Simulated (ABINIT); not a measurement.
# A GW run on KBr (Fm-3m) in ABINIT, with inputs changed

Aim: change inputs of a GW run on KBr (Fm-3m) and see what moves.

Method: PBE and many-body steps on it, plane waves, in ABINIT 10.8.3.

Most raw output is cut from this account.

## 1. Set-up

The structure is cubic, space group Fm-3m (No. 225). The conventional cell has a = 6.600 Å, b = 6.600 Å, c = 6.600 Å, α = 90.00°, β = 90.00°, γ = 90.00°. Nearest to K lie 6 Br at 3.30 Å. Nearest to Br lie 6 K at 3.30 Å. Farther neighbours and most contacts between anions are not listed.

The cell and positions come from the Crystallography Open Database and are kept as given unless a step says otherwise.

## 2. Screening, 4×4×4 mesh, 442 bands, screening to 266.7 eV

This step: ABINIT 10.8.3; RPA screening on PBE, plane waves, norm-conserving pseudopotentials.

The RPA dielectric matrix is built and inverted for each q.

run.abi

```
acell 3*1.0 Angstrom
rprim 
  0.000000000000 3.300000000000 3.300000000000
  3.300000000000 0.000000000000 3.300000000000
  3.300000000000 3.300000000000 0.000000000000
ntypat 2
znucl 19 35
natom 2
typat 1 2
xred 
  0.000000000000 0.000000000000 0.000000000000
  0.500000000000 0.500000000000 0.500000000000
pp_dirpath "pseudos"
pseudos "K.upf, Br.upf"
ecut 33
ngkpt 4 4 4
nshiftk 1
shiftk 0 0 0
kptopt 1
chksymbreak 0
istwfk *1
occopt 1
irdwfk 1
optdriver 3
nband 442
ecuteps 9.8
inclvkb 2
awtr 1
symchi 1
indata_prefix "in"
outdata_prefix "out"
tmpdata_prefix "tmp"
```

Command:

```console
OMP_NUM_THREADS=1 mpirun -n 4 abinit run.abi > log
```

Wall time 6.1 min (4 MPI ranks of Arm Neoverse V1, shared host); peak memory 3.5 GiB.

This step gave:

```
ε∞ with local fields, on this mesh, along the program's q direction : 2.374
the same without local fields                                       : 2.854
plasma frequency                                                    : 17.52 eV
plane waves in the screening matrix                                 : 725
```

Local fields lower ε∞ by 17 %.

## 3. Base

The self-energy is evaluated for the states that the input lists, and the levels follow from it, in one-shot runs by the linearised quasiparticle equation.

This step: G0W0 on PBE, plane waves, norm-conserving pseudopotentials.

Changes to run.abi since step 2:

```diff
@@ -23,8 +23,15 @@
 irdwfk 1
-optdriver 3
+optdriver 4
 nband 442
+gwcalctyp 0
+ecutsigx 33
+symsigma 1
+nkptgw 1
+kptgw 
+  0.0000000000 0.0000000000 0.0000000000
+bdgw 
+  6 12
 ecuteps 9.8
-inclvkb 2
-awtr 1
-symchi 1
+irdscr 1
+ppmodel 1
 indata_prefix "in"
```

Run time: 2.6 min. Hardware: 4 MPI ranks; peak memory 4.2 GiB.

This step gave:

```
G0W0 gap on the points computed              : 7.005 eV
starting gap on the mesh                     : 4.436 eV
k of the valence top                         : 0, 0, 0
k of the conduction bottom                   : 0, 0, 0
Z at the valence top                         : 0.813
Z at the conduction bottom                   : 0.864
least direct G0W0 gap on the computed points : 7.005 eV
```

The gap on the mesh goes from 4.44 eV to 7.00 eV, a correction of +2.57 eV.

## 4. Coulomb singularity

Changes to run.abi since step 3:

```diff
@@ -36,2 +36,3 @@
 ppmodel 1
+gw_icutcoul 7
 indata_prefix "in"
```

Run time: 2.6 min. Hardware: 4 MPI ranks; peak memory 4.2 GiB.

Numbers from this step:

```yaml
g0w0_gap_on_the_points_computed: 7.019 eV
starting_gap_on_the_mesh: 4.436 eV
k_of_the_valence_top: 0, 0, 0
k_of_the_conduction_bottom: 0, 0, 0
z_at_the_valence_top: 0.813
z_at_the_conduction_bottom: 0.864
least_direct_g0w0_gap_on_the_computed_points: 7.019 eV
```

Against G0W0 in ABINIT (4×4×4 mesh, 442 bands, screening to 266.7 eV, Godby-Needs plasmon pole), the gap moves by +0.014 eV.

## 5. The runs together

Times are wall times on 4 MPI ranks of Arm Neoverse V1, shared host, good to a factor of about two. A run's time includes the screening step that it read.

```
                run   mesh  bands  screening cutoff (eV)  DFT gap (eV)  gap on the mesh (eV)  direct (eV)  ε∞ used     time
               base  4×4×4    442                  266.7         4.436                 7.005        7.005     2.37  8.7 min
Coulomb singularity  4×4×4    442                  266.7         4.436                 7.019        7.019     2.37  8.7 min
```

## 6. Results

| Quantity | Value |
| --- | --- |
| base | 7.005 eV |
| Coulomb singularity | 7.019 eV |
| known limits | not at the basis limit; no spin-orbit coupling |

Coulomb singularity: +0.014 eV against base (keys changed: gw_icutcoul). Bands and cutoff are finite, so the gap is not at the basis limit. The miss can reach some tenths of an eV and take either sign; the mesh is an error of its own. In the G0W0 runs levels were corrected at 1 k point alone, so a gap called «on the mesh» is the least over those, and an edge elsewhere would be missed. The many-body steps are scalar-relativistic: spin-orbit coupling is not in them.

[Paths, hosts, dates, memory and timing lines, banners, echoed tables and standing remarks are left out of the program output.]

[Logs are printed without paths, hosts, clocks, repeated set-up lines and the standing remarks that a program may print on its own settings, such as how far it seeks lower states.]

[Runs of the session that timed out or met a known fault of the program may be left out.]

[Hosts, paths, dates, database ids (printed as entryN), source tags and the programs' standing remarks are cut or masked in the printed files.]

[G0W0 gaps are taken among the corrected bands and points alone; a level outside them can change the order at an edge.]

[Where Ansatz stands beside ABINIT at settings called matched, ABINIT's density can come from a denser mesh and the files from another edition; pairs whose starting gaps differed by over 0.03 eV were left out, so agreement reads better than it is.]
